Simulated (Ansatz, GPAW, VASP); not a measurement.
ZnO: 3 runs at one level of theory

```xyz
4
Lattice="3.2493 0.0000 0.0000 -1.6247 2.8140 0.0000 0.0000 0.0000 5.2057" Properties=species:S:1:pos:R:3 pbc="T T T"
Zn    1.6247    0.9380    0.0000
Zn    0.0000    1.8760    2.6029
O     0.0000    1.8760    4.5759
O     1.6247    0.9380    1.9730
```

Alike in all runs: task single point; functional PBE; k mesh 9 × 9 × 5; occupations gaussian, width 0.011 eV; no spin polarisation; no spin-orbit coupling. Pressure is positive in compression and, in plane waves, holds the error of the finite cutoff, which Ansatz's Pulay term estimates and takes out.

```
                    program and potentials  plane-wave cutoff (eV)                             notes  pressure (GPa)  largest force (eV/Å)
                        Ansatz, Ansatz PAW                     420  Pulay term of +0.74 GPa included            4.92                 0.070
         VASP, PBE PAW files O, Zn, 520 eV                     520                                 -            6.03                 0.074
GPAW, GPAW PAW data sets (gpaw-data 1.2.1)                     800                                 -            5.07                 0.073
```

Force on atom 2 (Zn), eV/Å:

| program and potentials | x | y | z |
| --- | --- | --- | --- |
| Ansatz, Ansatz PAW | 0.000 | 0.000 | -0.070 |
| VASP, PBE PAW files O, Zn, 520 eV | 0.000 | 0.000 | -0.074 |
| GPAW, GPAW PAW data sets (gpaw-data 1.2.1) | 0.000 | 0.000 | -0.073 |

The pressure spans 4.92 (Ansatz, Ansatz PAW) to 6.03 GPa (VASP, PBE PAW files O, Zn, 520 eV).

Differences between rows come from potentials, basis sets and numerical settings, since the functional is the same but for its coding. Runs on potential files found faulty are left out.
